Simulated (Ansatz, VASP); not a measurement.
**Ti in VASP and in Ansatz**

```
Ti
1.0
    -1.65187    1.65187    1.65187
     1.65187   -1.65187    1.65187
     1.65187    1.65187   -1.65187
Ti
1
Direct
  0.00000 0.00000 0.00000
```

Change from the starting cell: volume scaled by 1.02, crystal datasets.

Alike in both runs: task electric field gradients; functional PBEsol; k mesh 17 × 17 × 17; occupations fermi-dirac, width 0.08 eV; no spin polarisation.

```csv
,VASP,Ansatz
version,VASP 6.6.1,Ansatz 0.2.0
potentials or method,"VASP PAW PBE potentials, release 64 (Ti_sv), cutoff 520 eV","all-electron PAW with datasets made for the crystal, scalar-relativistic"
```

|  | VASP | Ansatz | Ansatz less VASP |
| --- | --- | --- | --- |
| pressure (GPa) | -8.4 | -8.2 | +0.15 |
| Vzz of the field gradient on the site that differs most (V/Å²) | 0.0 | 0.0 | 0.00 |

Ansatz ran all-electron here, so the differences hold the error of VASP's frozen core and of both bases.

Caveats: the PAW data sets were made with another functional, which shifts forces and pressure a little (VASP).
